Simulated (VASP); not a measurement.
Method: PBE GGA, VASP's PBE PAW potentials (set 64) (plane waves; VASP 6.6.1).

The input files of a VASP run:

**INCAR**
```
SYSTEM = NaBr
PREC = Accurate; ENCUT = 400; LREAL = .False.
LASPH = .True.
EDIFF = 1E-6; NELM = 100; ALGO = Normal
LMAXMIX = 4
ISMEAR = 0; SIGMA = 0.05
GGA = PE
ISIF = 2
LWAVE = .False.; LCHARG = .False.
```

**KPOINTS**
```
Automatic mesh
0
Gamma
1 1 1
0 0 0
```

### POSCAR
```
NaBr
5.970
  0.0000000000   0.5000000000   0.5000000000
  0.5000000000   0.0000000000   0.5000000000
  0.5000000000   0.5000000000   0.0000000000
Na Br
1 1
Direct
  0.0000000000   0.0000000000   0.0000000000
  0.5000000000   0.5000000000   0.5000000000
```

POTCAR, in this order: Na_pv Br (PBE.64 set). Program: vasp_std.

Output

### OSZICAR
```
       N       E                     dE             d eps       ncg     rms          rms(c)
DAV:   1     0.989798230396E+02    0.98980E+02   -0.68365E+03    22   0.106E+03
DAV:   2     0.113218027737E+02   -0.87658E+02   -0.83175E+02    22   0.235E+02
DAV:   3    -0.142091251968E+01   -0.12743E+02   -0.12659E+02    28   0.808E+01
DAV:   4    -0.184238000487E+01   -0.42147E+00   -0.42125E+00    25   0.145E+01
DAV:   5    -0.184750952692E+01   -0.51295E-02   -0.51294E-02    25   0.172E+00    0.374E+00
DAV:   6    -0.105220125576E+01    0.79531E+00   -0.13871E+00    22   0.623E+00    0.224E+00
DAV:   7    -0.958141599191E+00    0.94060E-01   -0.10141E+00    22   0.524E+00    0.163E+00
DAV:   8    -0.967180699549E+00   -0.90391E-02   -0.95124E-03    22   0.115E+00    0.137E-01
DAV:   9    -0.965917088158E+00    0.12636E-02   -0.19248E-03    22   0.304E-01    0.134E-01
DAV:  10    -0.965896965921E+00    0.20122E-04   -0.96523E-05    28   0.133E-01    0.206E-02
DAV:  11    -0.965886372101E+00    0.10594E-04   -0.10424E-05    22   0.458E-02    0.976E-03
DAV:  12    -0.965886271098E+00    0.10100E-06   -0.29181E-07    11   0.927E-03
   1 F= -.96588627E+00 E0= -.96588627E+00  d E =-.151136E-16
```

File OUTCAR:
```
------------------------ aborting loop because EDIFF is reached ----------------------------------------
  FORCE on cell =-STRESS in cart. coord.  units (eV):
  Direction    XX          YY          ZZ          XY          YZ          ZX
  --------------------------------------------------------------------------------------
  Total        8.0001088      8.0001088      8.0001088     -0.0000000     -0.0000000     -0.0000000
  in kB      240.9591777    240.9591777    240.9591777     -0.0000000     -0.0000000     -0.0000000
  external PRESSURE =     240.9591777 kB  Pullay stress =       0.0000000 kB
  volume of cell :       53.19
      direct lattice vectors                 reciprocal lattice vectors
     0.000000000  2.985000000  2.985000000    -0.167504188  0.167504188  0.167504188
     2.985000000  0.000000000  2.985000000     0.167504188 -0.167504188  0.167504188
     2.985000000  2.985000000  0.000000000     0.167504188  0.167504188 -0.167504188
 POSITION                                       TOTAL-FORCE (eV/Angst)
 -----------------------------------------------------------------------------------
      0.00000      0.00000      0.00000         0.000000     -0.000000      0.000000
      2.98500      2.98500      2.98500        -0.000000      0.000000     -0.000000
 -----------------------------------------------------------------------------------
    total drift:                                0.000000      0.000000      0.000000
  FREE ENERGIE OF THE ION-ELECTRON SYSTEM (eV)
  ---------------------------------------------------
  free  energy   TOTEN  =        -0.9658862711 eV

  energy  without entropy=       -0.9658862711  energy(sigma->0) =       -0.96588627
```
(Selected blocks of OUTCAR.)

The compound is NaBr in the rock salt structure. The cell was not relaxed at this level. The k-mesh is coarse (spacing up to 1.82 per Å, 2π included), so the numbers may not be converged in it. The run is one of a series of settings (KPOINTS 1×1×1 Γ-centred mesh against the base run), some of them coarse on purpose.
